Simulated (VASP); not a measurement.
# SnSe in VASP: one cell, several levels of theory

Aim: gap, levels, forces and stress of SnSe (rocksalt), under -2.9 % strain along z alone at fixed geometry. Runs: PBE, r2SCAN. This is a trial cell built on a prototype, not taken from a measured structure, and it needn't be the compound's ground state.

The runs shown are made with VASP 6.6.1. PAW datasets, plane waves. Values at 0 K without nuclear motion; spin polarisation is off, and the phase may be a hypothetical one.

## 1. The structure to begin with

The cell comes from an earlier relaxation with r2SCAN in another program, then strained, with the atoms relaxed again.

Space group I4/mmm (No. 139), tetragonal; conventional cell a = 4.246 Å, c = 5.833 Å, 26.28 Å³ an atom. Near Sn stand 6 Se at 2.92–3.00 Å; near Se stand 6 Sn at 2.92–3.00 Å.

Coordinates:

```cif
data_structure
_symmetry_space_group_name_H-M 'P 1'
_symmetry_Int_Tables_number 1
_cell_length_a 4.1854
_cell_length_b 4.1854
_cell_length_c 4.2456
_cell_angle_alpha 59.522
_cell_angle_beta 59.522
_cell_angle_gamma 60.955
_cell_volume 52.57
loop_
_atom_site_label
_atom_site_type_symbol
_atom_site_fract_x
_atom_site_fract_y
_atom_site_fract_z
_atom_site_occupancy
Sn1 Sn 0.00000 0.00000 0.00000 1
Se1 Se 0.50000 0.50000 0.50000 1
```

## 2. PBE

Contents of INCAR:

```
ENCUT = 520.000000
SIGMA = 0.020000
EDIFF = 1.00e-07
GGA = PE
PREC = Accurate
IBRION = -1
ISIF = 2
ISMEAR = -1
NBANDS = 17
NELM = 120
NSW = 0
LASPH = .TRUE.
LCHARG = .FALSE.
LWAVE = .FALSE.
LREAL = .FALSE.
```

Contents of KPOINTS:

```
KPOINTS created by Atomic Simulation Environment
0
Gamma
8 8 8
0 0 0
```

Contents of KPOINTS_OPT:

```
special points
7
Reciprocal
0.0000000000 0.0000000000 0.0000000000 1
0.5000000000 0.0000000000 0.5000000000 1
0.6250000000 0.2500000000 0.6250000000 1
0.3750000000 0.3750000000 0.7500000000 1
0.5000000000 0.5000000000 0.5000000000 1
0.5000000000 0.2500000000 0.7500000000 1
0.5000000000 0.4750000000 0.5250000000 1
```

Contents of POSCAR:

```
Sn Se
 1.0000000000000000
     0.0000000000000000    3.0021131537999999    2.9162527175999999
     3.0021131537999999    0.0000000000000000    2.9162527175999999
     3.0021131537999999    3.0021131537999999    0.0000000000000000
 Sn  Se
   1   1
Cartesian
  0.0000000000000000  0.0000000000000000  0.0000000000000000
  3.0021131537999999  3.0021131537999999  2.9162527175999995
```

Potentials: the recommended PBE PAW datasets, 20 valence electrons in the neutral cell.

Started as:

```sh
$ mpirun -np 1 vasp_std
```

## 3. r2SCAN

Contents of INCAR:

```
ENCUT = 520.000000
SIGMA = 0.010000
EDIFF = 1.00e-07
ALGO = Normal
METAGGA = R2SCAN
PREC = Accurate
IBRION = -1
ISIF = 2
ISMEAR = 0
NBANDS = 17
NELM = 120
NSW = 0
LASPH = .TRUE.
LCHARG = .FALSE.
LWAVE = .FALSE.
LREAL = .FALSE.
```

KPOINTS is that of step 2.

KPOINTS_OPT is that of step 2.

POSCAR is that of step 2.

**Question.** What will these runs give? Wanted: for each run, gap; pressure.

The runs gave:

```
 level  gap (eV)  pressure (GPa)
   PBE      0.22            3.17
r2SCAN      0.10            2.12
```

In words: The gap spans 0.10 eV (r2SCAN) to 0.22 eV (PBE). Spin-orbit coupling is left out, though the cell holds Sn (Z = 50); in an element this heavy it can shift bands and gaps by tenths of an eV. The pressure is highest with PBE (3.2 GPa) and lowest with r2SCAN (2.1 GPa), which orders the cells that they would relax to.
